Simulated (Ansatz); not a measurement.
# Ni: energy and pressure over a range of volumes

How stiff is Ni, and at what volume does the pressure vanish? The cell is scaled evenly, atoms carried along, and solved with LAPW, PAW and all-electron datasets made for the crystal.

Computed with Ansatz 0.2.0 (DFT PBE, scalar-relativistic, unless a step's input says otherwise).

### Step 1. The structure to begin with

It takes space group Fm-3m (No. 225, cubic). Conventional cell: a = 3.536 Å, b = 3.536 Å, c = 3.536 Å, α = 90.00°, β = 90.00°, γ = 90.00°. Ni (site symmetry m-3m) is surrounded by 12 Ni at 2.50 Å.

Structure file:

```cif
data_structure
_symmetry_space_group_name_H-M 'Fm-3m'
_symmetry_Int_Tables_number 225
_cell_length_a 3.5359
_cell_length_b 3.5359
_cell_length_c 3.5359
_cell_angle_alpha 90.000
_cell_angle_beta 90.000
_cell_angle_gamma 90.000
_cell_volume 44.21
loop_
_atom_site_label
_atom_site_type_symbol
_atom_site_symmetry_multiplicity
_atom_site_Wyckoff_symbol
_atom_site_fract_x
_atom_site_fract_y
_atom_site_fract_z
_atom_site_occupancy
Ni1 Ni 4 a 0.00000 0.00000 0.00000 1
```

The file gives the conventional cell by its symmetry; the runs use the cell typed in the input.

### Step 2. Volume × 0.94, LAPW

input.yaml reads:

```yaml
crystal:
  lattice:
    - [0.0, 1.7318592609, 1.7318592609]
    - [1.7318592609, 0.0, 1.7318592609]
    - [1.7318592609, 1.7318592609, 0.0]
  atoms:
    - { symbol: Ni, position: [0.0, 0.0, 0.0], spin: 1.5 }
magnetization:
  spin_polarized: true
kpoints:
  mp_grid: { grid: [20, 20, 20] }
  band_path:
    path:
      - [0.0, 0.0, 0.0]
      - [0.5, 0.0, 0.5]
      - [0.625, 0.25, 0.625]
      - [0.375, 0.375, 0.75]
      - [0.0, 0.0, 0.0]
      - [0.5, 0.5, 0.5]
      - [0.5, 0.25, 0.75]
      - [0.5, 0.0, 0.5]
    npoints: 5
scf:
  occupations: { method: fermi_dirac, width: 0.05 }
hamiltonian:
  xc: pbe
  pseudopotentials: { kind: all_electron, lapw: { basis_error: 0.00025 } }
output:
  forces: true
  stress: true
  eigenvalues: true
```

Launch:

```
> ansatz run input.yaml --threads 1 --pin off --max-ram 3072MiB --backend cpu --events-out ev --progress --plain --runs-dir out
```

### Step 3. Volume × 0.94, PAW

input.yaml reads:

```yaml
crystal:
  lattice:
    - [0.0, 1.7318592609, 1.7318592609]
    - [1.7318592609, 0.0, 1.7318592609]
    - [1.7318592609, 1.7318592609, 0.0]
  atoms:
    - { symbol: Ni, position: [0.0, 0.0, 0.0], spin: 1.5 }
magnetization:
  spin_polarized: true
kpoints:
  mp_grid: { grid: [20, 20, 20] }
scf:
  occupations: { method: fermi_dirac, width: 0.05 }
hamiltonian:
  xc: pbe
  pseudopotentials: { kind: paw }
output:
  forces: true
  stress: true
  eigenvalues: true
  efg: { contact_densities: true }
  write_density: true
  write_potential: true
  elf: true
  volumetric_format: npy
```

### Step 4. Volume × 0.94, crystal datasets

input.yaml: that of step 3 with these lines changed.

```diff
@@ -15,3 +15,3 @@
   xc: pbe
-  pseudopotentials: { kind: paw }
+  pseudopotentials: { kind: all_electron, datasets: crystal }
 output:
@@ -21,5 +21 @@
   efg: { contact_densities: true }
-  write_density: true
-  write_potential: true
-  elf: true
-  volumetric_format: npy
```

### Step 5. Volume × 0.98, LAPW

input.yaml reads:

```yaml
crystal:
  lattice:
    - [0.0, 1.7560842062, 1.7560842062]
    - [1.7560842062, 0.0, 1.7560842062]
    - [1.7560842062, 1.7560842062, 0.0]
  atoms:
    - { symbol: Ni, position: [0.0, 0.0, 0.0], spin: 1.5 }
magnetization:
  spin_polarized: true
kpoints:
  mp_grid: { grid: [20, 20, 20] }
  band_path:
    path:
      - [0.0, 0.0, 0.0]
      - [0.5, 0.0, 0.5]
      - [0.625, 0.25, 0.625]
      - [0.375, 0.375, 0.75]
      - [0.0, 0.0, 0.0]
      - [0.5, 0.5, 0.5]
      - [0.5, 0.25, 0.75]
      - [0.5, 0.0, 0.5]
    npoints: 5
scf:
  occupations: { method: fermi_dirac, width: 0.05 }
hamiltonian:
  xc: pbe
  pseudopotentials: { kind: all_electron, lapw: { basis_error: 0.00025 } }
output:
  forces: true
  stress: true
  eigenvalues: true
```

### Step 6. Volume × 0.98, PAW

input.yaml reads:

```yaml
crystal:
  lattice:
    - [0.0, 1.7560842062, 1.7560842062]
    - [1.7560842062, 0.0, 1.7560842062]
    - [1.7560842062, 1.7560842062, 0.0]
  atoms:
    - { symbol: Ni, position: [0.0, 0.0, 0.0], spin: 1.5 }
magnetization:
  spin_polarized: true
kpoints:
  mp_grid: { grid: [20, 20, 20] }
scf:
  occupations: { method: fermi_dirac, width: 0.05 }
hamiltonian:
  xc: pbe
  pseudopotentials: { kind: paw }
output:
  forces: true
  stress: true
  eigenvalues: true
  efg: { contact_densities: true }
  write_density: true
  write_potential: true
  elf: true
  volumetric_format: npy
```

### Step 7. Volume × 0.98, crystal datasets

input.yaml: that of step 6 with these lines changed.

```diff
@@ -15,3 +15,3 @@
   xc: pbe
-  pseudopotentials: { kind: paw }
+  pseudopotentials: { kind: all_electron, datasets: crystal }
 output:
@@ -21,5 +21 @@
   efg: { contact_densities: true }
-  write_density: true
-  write_potential: true
-  elf: true
-  volumetric_format: npy
```

### Step 8. Volume × 1.01, LAPW

input.yaml reads:

```yaml
crystal:
  lattice:
    - [0.0, 1.7738236312, 1.7738236312]
    - [1.7738236312, 0.0, 1.7738236312]
    - [1.7738236312, 1.7738236312, 0.0]
  atoms:
    - { symbol: Ni, position: [0.0, 0.0, 0.0], spin: 1.5 }
magnetization:
  spin_polarized: true
kpoints:
  mp_grid: { grid: [20, 20, 20] }
  band_path:
    path:
      - [0.0, 0.0, 0.0]
      - [0.5, 0.0, 0.5]
      - [0.625, 0.25, 0.625]
      - [0.375, 0.375, 0.75]
      - [0.0, 0.0, 0.0]
      - [0.5, 0.5, 0.5]
      - [0.5, 0.25, 0.75]
      - [0.5, 0.0, 0.5]
    npoints: 5
scf:
  occupations: { method: fermi_dirac, width: 0.05 }
hamiltonian:
  xc: pbe
  pseudopotentials: { kind: all_electron, lapw: { basis_error: 0.00025 } }
output:
  forces: true
  stress: true
  eigenvalues: true
```

### Step 9. Volume × 1.01, PAW

input.yaml reads:

```yaml
crystal:
  lattice:
    - [0.0, 1.7738236312, 1.7738236312]
    - [1.7738236312, 0.0, 1.7738236312]
    - [1.7738236312, 1.7738236312, 0.0]
  atoms:
    - { symbol: Ni, position: [0.0, 0.0, 0.0], spin: 1.5 }
magnetization:
  spin_polarized: true
kpoints:
  mp_grid: { grid: [20, 20, 20] }
scf:
  occupations: { method: fermi_dirac, width: 0.05 }
hamiltonian:
  xc: pbe
  pseudopotentials: { kind: paw }
output:
  forces: true
  stress: true
  eigenvalues: true
  efg: { contact_densities: true }
```

### Step 10. Volume × 1.01, crystal datasets

input.yaml: that of step 9 with these lines changed.

```diff
@@ -15,3 +15,3 @@
   xc: pbe
-  pseudopotentials: { kind: paw }
+  pseudopotentials: { kind: all_electron, datasets: crystal }
 output:
```

### Step 11. Volume × 1.04, LAPW

input.yaml reads:

```yaml
crystal:
  lattice:
    - [0.0, 1.791215168, 1.791215168]
    - [1.791215168, 0.0, 1.791215168]
    - [1.791215168, 1.791215168, 0.0]
  atoms:
    - { symbol: Ni, position: [0.0, 0.0, 0.0], spin: 1.5 }
magnetization:
  spin_polarized: true
kpoints:
  mp_grid: { grid: [20, 20, 20] }
  band_path:
    path:
      - [0.0, 0.0, 0.0]
      - [0.5, 0.0, 0.5]
      - [0.625, 0.25, 0.625]
      - [0.375, 0.375, 0.75]
      - [0.0, 0.0, 0.0]
      - [0.5, 0.5, 0.5]
      - [0.5, 0.25, 0.75]
      - [0.5, 0.0, 0.5]
    npoints: 5
scf:
  occupations: { method: fermi_dirac, width: 0.05 }
hamiltonian:
  xc: pbe
  pseudopotentials: { kind: all_electron, lapw: { basis_error: 0.00025 } }
output:
  forces: true
  stress: true
  eigenvalues: true
```

### Step 12. Volume × 1.04, PAW

input.yaml reads:

```yaml
crystal:
  lattice:
    - [0.0, 1.791215168, 1.791215168]
    - [1.791215168, 0.0, 1.791215168]
    - [1.791215168, 1.791215168, 0.0]
  atoms:
    - { symbol: Ni, position: [0.0, 0.0, 0.0], spin: 1.5 }
magnetization:
  spin_polarized: true
kpoints:
  mp_grid: { grid: [20, 20, 20] }
scf:
  occupations: { method: fermi_dirac, width: 0.05 }
hamiltonian:
  xc: pbe
  pseudopotentials: { kind: paw }
output:
  forces: true
  stress: true
  eigenvalues: true
  efg: { contact_densities: true }
```

### Step 13. Volume × 1.04, crystal datasets

input.yaml: that of step 12 with these lines changed.

```diff
@@ -15,3 +15,3 @@
   xc: pbe
-  pseudopotentials: { kind: paw }
+  pseudopotentials: { kind: all_electron, datasets: crystal }
 output:
```

(Steps that only read results are left out.)

Q: Predict the outcome of this session. Wanted: equilibrium volume; bulk modulus (for each run or level that gives them).

The runs gave:

| quantity | value |
| --- | --- |
| equilibrium volume (LAPW) | 10.891 Å³/atom |
| bulk modulus (LAPW) | 199 GPa |
| its pressure derivative (LAPW) | 4.9 |
| equilibrium volume (PAW) | 10.892 Å³/atom |
| bulk modulus (PAW) | 199 GPa |
| its pressure derivative (PAW) | 4.9 |
| equilibrium volume (crystal datasets) | 10.891 Å³/atom |
| bulk modulus (crystal datasets) | 199 GPa |
| its pressure derivative (crystal datasets) | 4.9 |

**Reading.** A third-order Birch-Murnaghan fit to the LAPW pressures puts zero pressure at 10.89 Å³/atom, -1.5 % from the given cell, with a bulk modulus of 199 GPa. PAW's volume lies +0.01 % and its modulus less than 0.1 % from LAPW's. The moment on Ni goes from 0.65 to 0.67 μB as the cell expands. No thermal or zero-point expansion is included. Other magnetic orders may lie lower; this is the state that the run reached.
